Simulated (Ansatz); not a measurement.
A trial cell of GaN, before relaxation:

```
Ga N
1.0
     5.11566    0.00000    0.00000
     0.00000    5.11566    0.00000
     0.00000    0.00000    2.79271
Ga N
4 4
Direct
  0.66924 0.66924 0.50000
  0.16924 0.83076 0.25000
  0.33076 0.33076 0.00000
  0.83076 0.16924 0.75000
  0.83076 0.83076 0.00000
  0.33076 0.66924 0.75000
  0.16924 0.16924 0.50000
  0.66924 0.33076 0.25000
```

These are results of DFT PBE, scalar-relativistic, plane waves, PAW (Ansatz), not measurements. Cutoff 420 eV, Gaussian smearing, Γ-centred meshes. Cell and atoms relax first on a coarse mesh and then on a converged one. In between, the cell is made exact in the group found at 0.06 Å. The steps can't lower the symmetry of their start. No spin polarisation.

A guess keeps its type if space group and coordination stay and the shape of the cell changes little (axis ratios within about 15 %, angles within 6°); the volume may change.

Problem. Does it keep its structure type, or change into something else?

Solution. It keeps its type. The symmetry stays P4_12_12 (No. 92). The volume per atom grows by 27.6 %, from 9.1 to 11.7 Å³. The shortest distance goes from 1.82 Å (Ga–N) to 1.97 Å (Ga–N). The ratio c/a of the conventional cell changes by a factor of 0.99. Counting neighbours within 15 % of an atom's shortest distance, the start has Ga 4, N 4 and the end Ga 4, N 4.

The last run used a 6×6×10 mesh (in the run's order of axes) for its 8-atom cell and Gaussian smearing of 0.02 eV. A structure relaxed within its symmetry needn't be a true minimum.
